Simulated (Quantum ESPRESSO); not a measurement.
# Thickness dependence of 2H-MoS2, part 2 of 8

What does each added layer of 2H-MoS2 bring in screening, and what does it do to the gap?

Quantum ESPRESSO 7.5; plane-wave DFT, PBE, GBRV ultrasoft pseudopotentials.

So far. Step 2 (Variable-cell relaxation, 1 layer):  The last row is no step: it is a fresh SCF in the final cell with a new plane-wave basis, +0 meV from the row before.

## Step 3: Ground state, 1 layer: no field

The zero-field run is the reference. tefield and dipfield are on already, so that all runs share k-points and boundary.

Level of this step: plane-wave DFT, PBE, GBRV ultrasoft pseudopotentials (Quantum ESPRESSO 7.5).

Contents of n1.f0.in:

```
&control
  prefix = 'n1.f0'
  outdir = './out'
  pseudo_dir = './pseudo'
  calculation = 'scf'
  tprnfor = .true.
  tefield = .true.
  dipfield = .true.
/
&system
  ibrav = 0
  nat = 3
  ntyp = 2
  ecutwfc = 40
  ecutrho = 200
  occupations = 'smearing'
  smearing = 'fd'
  degauss = 0.004
  edir = 3
  emaxpos = 0.97
  eopreg = 0.04
  eamp = 0.0
  nbnd = 17
/
&electrons
  conv_thr = 1e-09
  mixing_beta = 0.4
  electron_maxstep = 120
  mixing_mode = 'plain'
/
ATOMIC_SPECIES
  S   32.0600  s_pbe_v1.4.uspp.F.UPF
  Mo  95.9500  mo_pbe_v1.uspp.F.UPF
CELL_PARAMETERS angstrom
  3.15437013900000 0.00000000000000 0.00000000000000
  -1.57718506900000 2.73176467300000 0.00000000000000
  0.00000000000000 0.00000000000000 20.26259773800000
ATOMIC_POSITIONS crystal
  S   0.333333333300 0.666666666700 0.422719210600
  Mo  0.000000000000 0.000000000000 0.500000000000
  S   0.333333333300 0.666666666700 0.577280789400
K_POINTS automatic
  12 12 1 0 0 0
```

Started as:

```sh
$ OMP_NUM_THREADS=1 mpirun -n 4 pw.x -nk 4 -in n1.f0.in > n1.f0.out
```

The program printed:

```text
[banner, memory and clock lines left out]
Program PWSCF v.7.5 starts
[citation notice left out]

[...]
bravais-lattice index     =            0
     lattice parameter (alat)  =       5.9609  a.u.
     unit-cell volume          =    1178.2777 (a.u.)^3
     number of atoms/cell      =            3
     number of atomic types    =            2
     number of electrons       =        26.00
     number of Kohn-Sham states=           17
     kinetic-energy cutoff     =      40.0000  Ry
     charge density cutoff     =     200.0000  Ry
     scf convergence threshold =      1.0E-09
     mixing beta               =       0.4000
     number of iterations used =            8  plain     mixing
     Exchange-correlation= SLA  PW   PBE  PBE
                           (   1   4   3   4   0   0   0)

[...]
PseudoPot. # 1 for S  read from file:
     ./pseudo/s_pbe_v1.4.uspp.F.UPF
     Pseudo is Ultrasoft + core correction, Zval =  6.0
     Generated by new atomic code, or converted to UPF format
     Using radial grid of  907 points,  6 beta functions with:
                l(1) =   0
                l(2) =   0
                l(3) =   1
                l(4) =   1
                l(5) =   2
                l(6) =   2
     Q(r) pseudized with  8 coefficients,  rinner =    1.300   1.300   1.300
                                                       1.300   1.300

     PseudoPot. # 2 for Mo read from file:
     ./pseudo/mo_pbe_v1.uspp.F.UPF
     Pseudo is Ultrasoft + core correction, Zval = 14.0
     Generated by new atomic code, or converted to UPF format
     Using radial grid of  889 points,  6 beta functions with:
                l(1) =   0
                l(2) =   0
                l(3) =   1
                l(4) =   1
                l(5) =   2
                l(6) =   2
     Q(r) pseudized with  6 coefficients,  rinner =    1.000   1.000   1.000
                                                       1.000   1.000

     atomic species   valence    mass     pseudopotential
     S                 6.00    32.06000     S ( 1.00)
     Mo               14.00    95.95000     Mo( 1.00)

     No symmetry found

[...]
number of k points=    74  Fermi-Dirac smearing, width (Ry)=  0.0040
[...]
Dense  grid:    56375 G-vectors     FFT dimensions: (  27,  27, 180)

     Smooth grid:    39971 G-vectors     FFT dimensions: (  25,  25, 160)

     Initial potential from superposition of free atoms

     starting charge      25.9989, renormalised to      26.0000

     negative rho (up, down):  2.793E-03 0.000E+00

     Adding external electric field

     Computed dipole along edir(3) :
        Dipole                0.0000 Ry au,          0.0000 Debye
        Dipole field          0.0000 Ry au,

        Potential amp.       -0.0000 Ry
        Total length         36.7591 bohr

     Starting wfcs are   21 randomized atomic wfcs

     per-process dynamical memory:    62.8 Mb

     Self-consistent Calculation

     iteration #  1     ecut=    40.00 Ry     beta= 0.40
     Davidson diagonalization with overlap
     ethr =  1.00E-02,  avg # of iterations =  2.1

     Threshold (ethr) on eigenvalues was too large:
     Diagonalizing with lowered threshold

     Davidson diagonalization with overlap
     ethr =  3.36E-04,  avg # of iterations =  2.7

     negative rho (up, down):  2.842E-03 0.000E+00

     Adding external electric field

     Computed dipole along edir(3) :
        Dipole                0.0000 Ry au,          0.0001 Debye
        Dipole field          0.0000 Ry au,

        Potential amp.       -0.0000 Ry
        Total length         36.7591 bohr

     total energy              =    -187.71038405 Ry
     estimated scf accuracy    <       0.11634459 Ry

     iteration #  2     ecut=    40.00 Ry     beta= 0.40
[...]
negative rho (up, down):  2.830E-03 0.000E+00

[...]
Dipole               -0.0000 Ry au,         -0.0001 Debye
[...]
total energy              =    -187.71683658 Ry
     estimated scf accuracy    <       0.06633254 Ry

     iteration #  3     ecut=    40.00 Ry     beta= 0.40
[...]
negative rho (up, down):  2.852E-03 0.000E+00

[...]
Dipole                0.0002 Ry au,          0.0004 Debye
[...]
total energy              =    -187.72904745 Ry
     estimated scf accuracy    <       0.01855120 Ry

     iteration #  4     ecut=    40.00 Ry     beta= 0.40
[...]
negative rho (up, down):  2.853E-03 0.000E+00

[...]
Dipole               -0.0011 Ry au,         -0.0028 Debye
[...]
total energy              =    -187.73098016 Ry
     estimated scf accuracy    <       0.00110700 Ry

     iteration #  5     ecut=    40.00 Ry     beta= 0.40
[...]
negative rho (up, down):  2.845E-03 0.000E+00

[...]
Dipole                0.0034 Ry au,          0.0086 Debye
[...]
total energy              =    -187.73112178 Ry
     estimated scf accuracy    <       0.00018426 Ry

     iteration #  6     ecut=    40.00 Ry     beta= 0.40
[...]
negative rho (up, down):  2.842E-03 0.000E+00

[...]
Dipole               -0.0006 Ry au,         -0.0015 Debye
[...]
total energy              =    -187.73113814 Ry
     estimated scf accuracy    <       0.00007519 Ry

[...]
iteration #  9     ecut=    40.00 Ry     beta= 0.40
[...]
negative rho (up, down):  2.837E-03 0.000E+00

[...]
Dipole               -0.0000 Ry au,         -0.0000 Debye
[...]
total energy              =    -187.73115286 Ry
     estimated scf accuracy    <       0.00000035 Ry

     iteration # 10     ecut=    40.00 Ry     beta= 0.40
[...]
negative rho (up, down):  2.837E-03 0.000E+00

[...]
Dipole                0.0000 Ry au,          0.0000 Debye
[...]
total energy              =    -187.73115294 Ry
     estimated scf accuracy    <          5.3E-09 Ry

     iteration # 11     ecut=    40.00 Ry     beta= 0.40
[...]
negative rho (up, down):  2.837E-03 0.000E+00

[...]
Dipole                0.0000 Ry au,          0.0000 Debye
[...]
total energy              =    -187.73115294 Ry
     estimated scf accuracy    <          6.5E-09 Ry

     iteration # 12     ecut=    40.00 Ry     beta= 0.40
[...]
negative rho (up, down):  2.837E-03 0.000E+00

[...]
Dipole               -0.0000 Ry au,         -0.0000 Debye
[...]
End of self-consistent calculation

          k = 0.0000 0.0000 0.0000 (  4937 PWs)   bands (ev):

   -61.8034 -35.9547 -35.7166 -35.7166 -15.1140 -13.8015  -6.6274  -3.5233
    -3.5233  -2.7924  -2.3985  -2.3985  -1.0171   1.8956   1.8956   2.1366
     2.1366

          k = 0.0000 0.0962 0.0000 (  4959 PWs)   bands (ev):

   -61.8006 -35.9492 -35.7445 -35.7229 -15.0078 -13.7573  -6.5065  -3.7583
    -3.4125  -3.2484  -2.5671  -2.1070  -1.0610   1.7574   1.8397   2.0170
     2.0789

[...]
the Fermi energy is    -0.0495 ev

!    total energy              =    -187.73115294 Ry
     estimated scf accuracy    <          1.1E-10 Ry
     smearing contrib. (-TS)   =      -0.00000000 Ry
     internal energy E=F+TS    =    -187.73115294 Ry

     The total energy is F=E-TS. E is the sum of the following terms:
     one-electron contribution =   -1156.32461961 Ry
     hartree contribution      =     578.59218400 Ry
     xc contribution           =     -36.30903636 Ry
     ewald contribution        =     426.31031903 Ry
     electric field correction =       0.00000000 Ry

     convergence has been achieved in  12 iterations

     negative rho (up, down):  2.837E-03 0.000E+00

     Forces acting on atoms (cartesian axes, Ry/au):

     atom    1 type  1   force =    -0.00000001   -0.00000002   -0.00439884
     atom    2 type  2   force =     0.00000003    0.00000001   -0.00000025
     atom    3 type  1   force =    -0.00000001    0.00000001    0.00439909

     Total force =     0.006221     Total SCF correction =     0.000010

[...]
```

Elapsed: 63 s, on 4 MPI ranks of Intel Xeon Platinum 8259CL at 2.50GHz (Skylake/Cascade Lake), shared host; peak memory 0.49 GiB; 4.2 min of CPU time.

Numbers from this step:

* free energy: -2554.2125 eV
* Fermi energy: -0.0495 eV
* dipole along the normal: 0 e·Å
* valence top, on the run's zero: -0.9441 eV
* conduction bottom, on the run's zero: 0.8302 eV
* gap by band count: 1.774 eV

The run needed 12 iterations to bring the estimated error under 1e-09 Ry; the largest force on any atom, held or free, is 0.11 eV/Å.

## Step 4: Electrostatic potential, 1 layer

plot_num = 11 writes the bare and Hartree potential. It leaves out exchange and correlation, which fade slowly, so it flattens close to the surface.

Contents of n1.f0.pot.in:

```
&inputpp
  prefix = 'n1.f0'
  outdir = './out'
  filplot = 'n1.f0.pot.dat'
  plot_num = 11
/
```

Started as:

```sh
$ OMP_NUM_THREADS=1 mpirun -n 4 pp.x -in n1.f0.pot.in > n1.f0.pot.out
```

The program printed:

```text
[banner, memory and clock lines left out]
Program POST-PROC v.7.5 starts

          URL

     ./out/n1.f0.save/

     IMPORTANT: XC functional enforced from input :
     Exchange-correlation= PBE
                           (   1   4   3   4   0   0   0)
     Any further DFT definition will be discarded
     Please, verify this is what you really want

     negative rho (up, down):  2.837E-03 0.000E+00

     Adding external electric field

     Computed dipole along edir(3) :
        Dipole               -0.0000 Ry au,         -0.0000 Debye
        Dipole field         -0.0000 Ry au,

        Potential amp.        0.0000 Ry
        Total length         36.7591 bohr

     Calling punch_plot, plot_num =  11

     Adding external electric field

     Computed dipole along edir(3) :
        Dipole               -0.0000 Ry au,         -0.0000 Debye
        Dipole field         -0.0000 Ry au,

        Potential amp.        0.0000 Ry
        Total length         36.7591 bohr

     Writing data to file  n1.f0.pot.dat
     Message from routine chdens:
     namelist plot not found or invalid, exiting
```

Elapsed: 1.9 s, on 4 MPI ranks; peak memory 0.09 GiB.

This step gave:

| Property | Result |
| --- | --- |
| slope of the potential above | 2.81e-5 eV/Å |
| upper vacuum line continued to the top atoms, over the valence top | 5.924 eV |
| slope of the potential below | -2.71e-5 eV/Å |
| lower vacuum line continued to the bottom atoms, over the valence top | 5.924 eV |
| vacuum level at the upper face over the valence top of the mesh | 5.924 eV |
| vacuum level at the lower face over the valence top of the mesh | 5.924 eV |

Electrostatic potential energy of an electron, with the sawtooth; zero at the highest filled level of the SCF mesh. The potential energy, planar mean by z:

```
z (Å)  potential energy, planar mean (eV)
  0.0                                5.92
  0.5                                5.92
  1.0                                5.92
  1.5                                5.92
  2.0                                5.92
  2.5                                5.92
  3.0                                5.92
  3.5                                5.92
  4.0                                5.92
  4.5                                5.92
  5.0                                5.92
  5.5                                5.92
  6.0                                5.91
  6.5                                5.84
  7.0                                5.55
  7.5                                4.09
  8.0                               -2.59
  8.5                               -13.1
  9.0                               -8.54
  9.5                               -9.47
 10.0                               -26.2
 10.5                               -18.7
 11.0                               -5.88
 11.5                               -12.4
 12.0                               -9.34
 12.5                                1.81
 13.0                                5.06
 13.5                                5.74
 14.0                                5.88
 14.5                                5.92
 15.0                                5.92
 15.5                                5.92
 16.0                                5.92
 16.5                                5.92
 17.0                                5.92
 17.5                                5.92
 18.0                                5.92
 18.5                                5.92
 19.0                                5.92
 19.5                                5.92
 20.0                                5.92
```

## Step 5: SCF with pw.x, 1 layer: field 0.1 V/Å

eamp is the field in Hartree atomic units (1 a.u. = 51.42 V/Å). With dipfield on, it is the field in the vacuum beside an isolated sheet. The run starts from the density of the one before.

n1.f1.in is the input of step 3 with these lines changed:

```diff
@@ -1,3 +1,3 @@
 &control
-  prefix = 'n1.f0'
+  prefix = 'n1.f1'
   outdir = './out'
@@ -21,3 +21,3 @@
   eopreg = 0.04
-  eamp = 0.0
+  eamp = 0.00194469
   nbnd = 17
@@ -29,2 +29,3 @@
   mixing_mode = 'plain'
+  startingpot = 'file'
 /
```

Started as:

```sh
$ cp -r out/n1.f0.save out/n1.f1.save
$ OMP_NUM_THREADS=1 mpirun -n 4 pw.x -nk 4 -in n1.f1.in > n1.f1.out
```

The program printed:

```text
[banner, memory and clock lines left out]
Program PWSCF v.7.5 starts
[...]
number of electrons       =        26.00
     number of Kohn-Sham states=           17
     kinetic-energy cutoff     =      40.0000  Ry
     charge density cutoff     =     200.0000  Ry
[...]
number of k points=    74  Fermi-Dirac smearing, width (Ry)=  0.0040
[...]
Dense  grid:    56375 G-vectors     FFT dimensions: (  27,  27, 180)
[...]
The initial density is read from file :
[...]
negative rho (up, down):  2.837E-03 0.000E+00
[...]
Starting wfcs are   21 randomized atomic wfcs
[...]
negative rho (up, down):  2.836E-03 0.000E+00
[...]
estimated scf accuracy    <       0.00802303 Ry
[...]
negative rho (up, down):  2.837E-03 0.000E+00
[...]
estimated scf accuracy    <       0.09229891 Ry
[...]
negative rho (up, down):  2.836E-03 0.000E+00
[...]
estimated scf accuracy    <       0.00006742 Ry
[...]
negative rho (up, down):  2.836E-03 0.000E+00
[...]
estimated scf accuracy    <       0.00002096 Ry
[...]
negative rho (up, down):  2.836E-03 0.000E+00
[...]
estimated scf accuracy    <       0.00000600 Ry
[...]
negative rho (up, down):  2.836E-03 0.000E+00
[...]
estimated scf accuracy    <       0.00000009 Ry
[...]
negative rho (up, down):  2.836E-03 0.000E+00
[...]
estimated scf accuracy    <       0.00000011 Ry
[...]
negative rho (up, down):  2.836E-03 0.000E+00
[...]
estimated scf accuracy    <       0.00000001 Ry
[...]
negative rho (up, down):  2.836E-03 0.000E+00
[...]
Computed dipole along edir(3) :
        Dipole                0.0460 Ry au,          0.1168 Debye
        Dipole field          0.0005 Ry au,
        E field amplitude [Ha a.u.]:  1.9447E-03
        Potential amp.        0.1069 Ry
        Total length         36.7591 bohr
[...]
the Fermi energy is    -0.0348 ev
!    total energy              =    -187.73124249 Ry
     estimated scf accuracy    <          9.7E-10 Ry
     smearing contrib. (-TS)   =      -0.00000000 Ry
     internal energy E=F+TS    =    -187.73124249 Ry
[...]
one-electron contribution =   -1156.32403571 Ry
     hartree contribution      =     578.59165010 Ry
     xc contribution           =     -36.30901971 Ry
     ewald contribution        =     426.31031903 Ry
     electric field correction =      -0.00015620 Ry
     convergence has been achieved in   9 iterations
     negative rho (up, down):  2.836E-03 0.000E+00
[...]
Total force =     0.006229     Total SCF correction =     0.000148
[...]
```

Run time: 54 s. Hardware: 4 MPI ranks; peak memory 0.56 GiB.

Read from the output:

- free energy: -2554.2137 eV
- Fermi energy: -0.0348 eV
- dipole along the normal: 0.02432 e·Å
- valence top, on the run's zero: -0.9294 eV
- conduction bottom, on the run's zero: 0.8450 eV

[end of part 2 of 8]

[Logs are printed without paths, hosts, clocks, repeated set-up lines and the standing remarks that a program may print on its own settings, such as how far it seeks lower states.]

[Hosts, paths, dates, database ids (printed as entryN), source tags and the programs' standing remarks are cut or masked in the printed files.]

[Maps of the electrostatic potential energy from Ansatz leave out the sawtooth potential of an applied field or a dipole correction, so their vacuum need not be flat; planar profiles and work functions include it.]
